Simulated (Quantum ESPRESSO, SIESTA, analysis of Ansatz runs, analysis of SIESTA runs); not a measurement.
# H_i (antibonding, by C) in SiC (F-43m): levels and formation energies (SIESTA), part 3 of 3

Question: at which Fermi levels does H_i (antibonding, by C) in SiC (F-43m) change its charge? Model: a cell of 54 host atoms with 1 H put in.

SIESTA 5.4.2; SIESTA numerical-orbital DFT, PBEsol, DZP basis, PseudoDojo 0.4.1 potentials converted to PSML; charged supercells in a uniform background, point-charge correction with alignment at far sites.

So far. Step 2 (Band edges): The gap at this level is 1.23 eV.

## (3) Relaxing each charge state (continued)

Level of this step: SIESTA numerical-orbital DFT, PBEsol, DZP basis, PseudoDojo 0.4.1 potentials converted to PSML; relaxation of all atoms of a defect supercell (SIESTA).

Electrostatic potential energy in the ac plane at fractional y = 0.465, through the centre, with atoms of C and H within 0.45 Å of it. With pseudopotentials it is smooth inside the atoms' cores, unlike the true potential.

Ten even steps from '0' (-44 eV) to '9' (-3 eV), each cell a mean:
```
89889887789889877889899877
88999987789999987789999987
89999998889999998889999998
88999999889999999889999999
66799999866899999757999998
40279999730489999611599998
61048999850068999730279999
86458888885468888875578888
88888887788889877888889877
89999987789999987789999987
89999998889999998889999998
88999999889999999889999999
65799999866899999756899998
40279999730489999611599998
61048999840058999830279998
86468888874258888875478888
88889887887447887888889877
88999988888504888889999987
89999998889855898889999998
88999999889998999889999999
66799999866899999767999998
40279999720489999611599998
61048999850168999730279999
86458888886468888875578888
```
Columns run along a (9.3 Å; values clipped at the 3rd and 97th percentile), rows up along c (9.3 Å). Atoms in or near the plane, at fractional coordinates: C at (0.08, 0.08), C at (0.08, 0.42), C at (0.08, 0.75), C at (0.42, 0.08), C at (0.42, 0.41), C at (0.42, 0.75), C at (0.75, 0.08), C at (0.75, 0.42), C at (0.75, 0.75), H at (0.47, 0.26).

The states that were run, at 2×2×2 shifted by half a step, on 1 MPI rank of Intel Xeon Platinum 8259CL at 2.50GHz (Skylake/Cascade Lake), shared host:

```tsv
charge	moment (μB)	outcome	structures computed	largest displacement of a host atom from its site (Å)	lowest empty less highest filled level (eV)	time
+1	0	converged	8	0.11	1.80	56 min
−1	0	converged	10	0.12	0.07	68 min
0	1	converged	8	0.11	-0.45	1.5 h
```

At charge 0 filled and empty levels, counted over both spins and all k-points, touch or overlap: the last carrier shares a level or a band, or the held moment keeps an electron of one spin above an empty level of the other.

Against the host's sites the lattice moves most at charge −1 (0.12 Å); the smallest move among the states is 0.11 Å.

## (4) Corrections and levels

A charged cell interacts with its images and the background. The point-charge term, screened by the static dielectric constant, takes that out, and the potential far from the defect is aligned with the host's. Chemical potentials: C (diamond), H (H2 molecule) and Si (diamond), run alike.

By state, in eV; the first energy still holds the atoms taken out or put in:

```tsv
charge	moment (μB)	energy over the host, electrons at the valence top	point-charge term	potential shift at far sites	its spread	correction
−1	0	-11.223	0.241	0.106	0.045	0.135
0	1	-13.021	0.000	-	-	0.000
+1	0	-14.805	0.241	-0.045	0.033	0.196
```

Potentials at atomic sites for charge −1, some of the atoms; distances and the model charge refer to the site on which the defect was built:

```tsv
atom	distance from that site (Å)	potential less the host's (eV)	point-charge model (eV)
C28	1.040	-0.516	0.852
C26	2.282	-0.087	0.150
Si29	3.012	-0.299	0.023
C10	3.308	-0.149	-0.009
C38	3.843	0.024	-0.052
C12	4.028	-0.086	-0.051
Si41	4.314	0.015	-0.069
C48	4.327	0.006	-0.069
Si21	4.748	-0.018	-0.068
C42	5.090	0.019	-0.098
Si37	5.156	0.073	-0.088
```

Over the charge states the far sites scatter by a standard deviation of up to 0.04 eV about the model once its mean shift is taken off, which is the uncertainty of the alignment.

Limit set by the element alone; other compounds of these elements are not counted. Chemical potentials from the elements' reference states: C 0.00 eV, Si -0.50 eV, H 0.00 eV. Formation energy by charge state (C-rich; gap 1.23 eV):

```tsv
charge	at valence top (eV)	at conduction bottom (eV)	correction included (eV)
+1	0.86	2.10	0.20
0	2.45	2.45	0.00
−1	4.38	3.15	0.13
```

| Fermi level (eV) | lowest formation energy (eV) |
| --- | --- |
| 0.00 | 0.86 |
| 0.11 | 0.97 |
| 0.22 | 1.09 |
| 0.34 | 1.20 |
| 0.45 | 1.31 |
| 0.56 | 1.42 |
| 0.67 | 1.54 |
| 0.79 | 1.65 |
| 0.90 | 1.76 |
| 1.01 | 1.87 |
| 1.12 | 1.98 |
| 1.23 | 2.10 |

Limit set by the element alone; other compounds of these elements are not counted. Chemical potentials from the elements' reference states: Si 0.00 eV, C -0.50 eV, H 0.00 eV. Formation energy by charge state (Si-rich; gap 1.23 eV):

```tsv
charge	at valence top (eV)	at conduction bottom (eV)	correction included (eV)
+1	0.86	2.10	0.20
0	2.45	2.45	0.00
−1	4.38	3.15	0.13
```

Fermi level (eV), lowest formation energy (eV) and a bar from the least value:
```
     0.00       0.86 
     0.11       0.97 ###
     0.22       1.09 #####
     0.34       1.20 ########
     0.45       1.31 ###########
     0.56       1.42 ##############
     0.67       1.54 ################
     0.79       1.65 ###################
     0.90       1.76 ######################
     1.01       1.87 #########################
     1.12       1.98 ###########################
     1.23       2.10 ##############################
```

So at this level: (+1/0) at 1.59 eV (1.78 without the correction) and (0/−1) at 1.93 eV (1.80 without the correction), in a gap of 1.23 eV. (+1/0) and (0/−1) lie outside the gap, so the charge beyond is not the lowest at any Fermi level in the gap, within the error of the correction. At charge 0, 41 % of the majority spin lies within 4 Å of the centre, against 37 % for an even spread, which points to a carrier spread as in a band; the levels next to it are then no levels of a bound state.

Charge transition levels, in eV, zero at the valence-band top of the host:

```tsv
	conduction bottom	valence top
H_i (antibonding, by C)	1.23	0.00
```

```tsv
	level	energy (eV)
H_i (antibonding, by C)	(+1/0)	1.59
```

## (5) What came out

| Quantity | Value |
| --- | --- |
| gap of the host (SIESTA, PBEsol) | 1.23 eV |

In words: At the level trusted most (SIESTA, PBEsol, DZP, 2×2×2) no transition falls inside the gap of 1.23 eV: charge +1 is lowest across it. Of the charges placed (−1, 0 and +1), +1 is the lowest from 0.02 eV above the valence top to 0.02 eV below the conduction bottom, a gap of 1.23 eV. (+1/0) and (0/−1) reach a band edge before or after the correction; the carrier may then sit in a band, where the point-charge correction doesn't apply and the value depends on how these k-points fill the band, which is not corrected here. Only the charges −1, 0 and +1 were placed; others may be stable too. Keep in mind: PBEsol makes the gap too small and tends to spread out bound carriers.

Calculation against experiment:

```
                         quantity  measured  PBEsol PseudoDojo, SIESTA
band gap (gap on the k-mesh) (eV)       2.4            1.23 (-1.17 eV)
```

Measured values from pmc:7200658 (2020).

How well it matches: The band gap is off by -1.17 eV. Local and semilocal functionals usually give gaps below the measured ones. The computed gap is read on a k-mesh, which can miss the band edges. Zero-point and thermal motion shift the measured gap.

[Logs are printed without paths, hosts, clocks, repeated set-up lines and the standing remarks that a program may print on its own settings, such as how far it seeks lower states.]

[Hosts, paths, dates, database ids (printed as entryN), source tags and the programs' standing remarks are cut or masked in the printed files.]

[For some hosts the program warned that the k-mesh of the response run may be too coarse for force constants and the static dielectric constant; such warnings are not shown here.]

[Charge tables in the logs are Mulliken or Hirshfeld populations, whose sizes and signs can differ; where basis functions stand at a vacancy, SIESTA counts their charge against the missing atom's valence.]

[In relaxation paths of CP2K, step 0 can be the structure after the first move, since the trajectory file begins there, and the last row can be the final structure solved once more.]
